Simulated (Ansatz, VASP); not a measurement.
**Al: VASP beside Ansatz**

INCAR

```
PREC = Accurate
ENCUT = 520
EDIFF = 1E-7
ISMEAR = 0
SIGMA = 0.15
LREAL = False
LASPH = True
NELM = 100
ALGO = Fast
ISIF = 2
LWAVE = False
LCHARG = True
GGA = PE
IVDW = 12
LELF = True
LVHAR = True
NBANDS = 8
```

Contents of KPOINTS:

```
regular mesh
0
Gamma
  20 20 20
```

The input POSCAR:

```
Al
1.0
    0.0000000000      2.0239800000      2.0239800000
    2.0239800000      0.0000000000      2.0239800000
    2.0239800000      2.0239800000      0.0000000000
Al
1
Direct
    0.0000000000      0.0000000000      0.0000000000
```

Input for Ansatz:

```yaml
crystal:
  lattice:
    - [0.0, 2.02398, 2.02398]
    - [2.02398, 0.0, 2.02398]
    - [2.02398, 2.02398, 0.0]
  atoms:
    - { symbol: Al, position: [0.0, 0.0, 0.0] }
basis:
  ecutwfc: 420
kpoints:
  mp_grid: { grid: [20, 20, 20] }
hamiltonian:
  xc: pbe
  dispersion: d3bj
scf:
  occupations: { method: gaussian, width: 0.15 }
output:
  forces: true
  stress: true
  eigenvalues: true
```

Alike in both runs: task single point; functional PBE; dispersion D3(BJ); k mesh 20 × 20 × 20; occupations gaussian, width 0.15 eV; no spin polarisation.

|  | VASP | Ansatz |
| --- | --- | --- |
| version | VASP 6.6.1 | Ansatz 0.2.0 |
| potentials or method | VASP PAW PBE potentials, release 64 (Al) | scalar-relativistic, plane waves, PAW |
| plane-wave cutoff (eV) | 520 | 420 |
| valence electrons in the cell | 3 | 3 |

|  | VASP | Ansatz | Ansatz less VASP |
| --- | --- | --- | --- |
| gap on the k mesh at the Fermi level (eV) | none | none | - |
| pressure (GPa) | -3.8 | -3.8 | +0.04 |

A gap of «none» marks a metal or a gap that the smearing closes.

Caveats: pairwise dispersion overbinds metals, which lowers pressure and volume.
